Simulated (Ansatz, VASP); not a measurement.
Pd: VASP beside Ansatz

File INCAR:

```
SYSTEM = Pd
  PREC = Accurate
  ENCUT = 520
  EDIFF = 1E-6
  ISMEAR = -1
  SIGMA = 0.05
  LREAL = .FALSE.
  LASPH = .TRUE.
  NELM = 100
  ALGO = Normal
  ISIF = 2
  LWAVE = .FALSE.
  LCHARG = .FALSE.
  GGA = PS
  NBANDS = 11
```

The input KPOINTS:

```
regular mesh
0
G
  19 19 19
  0 0 0
```

File POSCAR:

```
Pd
1.0
    0.0000000000      1.6789481001      1.6789481001
    1.6789481001      0.0000000000      1.6789481001
    1.6789481001      1.6789481001      0.0000000000
Pd
1
Direct
    0.0000000000      0.0000000000      0.0000000000
```

Input for Ansatz:

```yaml
crystal:
  lattice:
    - [0.0, 1.6789481001, 1.6789481001]
    - [1.6789481001, 0.0, 1.6789481001]
    - [1.6789481001, 1.6789481001, 0.0]
  atoms:
    - { symbol: Pd, position: [0.0, 0.0, 0.0] }
kpoints:
  mp_grid: { grid: [19, 19, 19] }
scf:
  occupations: { method: fermi_dirac, width: 0.05 }
hamiltonian:
  xc: pbesol
  pseudopotentials: { kind: all_electron, lapw: { basis_error: 0.001 } }
output:
  forces: true
  stress: true
  eigenvalues: true
  populations: true
```

Change from the starting cell: volume scaled by 0.65, LAPW.

Alike in both runs: task single point; functional PBEsol; k mesh 19 × 19 × 19; occupations fermi-dirac, width 0.05 eV; no spin polarisation.

|  | VASP | Ansatz |
| --- | --- | --- |
| version | VASP 6.6.1 | Ansatz 0.2.0 |
| potentials or method | VASP PAW PBE potentials, release 64 (Pd) | all-electron LAPW, scalar-relativistic |
| plane-wave cutoff (eV) | 520 | see its input |

|  | VASP | Ansatz | Ansatz less VASP |
| --- | --- | --- | --- |
| pressure (GPa) | 272.1 | 271.8 | -0.29 |

Ansatz ran all-electron here, so the differences hold the error of VASP's frozen core and of both bases.

Caveats: the cell as given lies far from equilibrium; so large a pressure means that the cell lies far from this level's equilibrium, or that cutoff or potentials fall short (VASP); the potentials were made for another functional, which shifts forces and pressure (VASP).
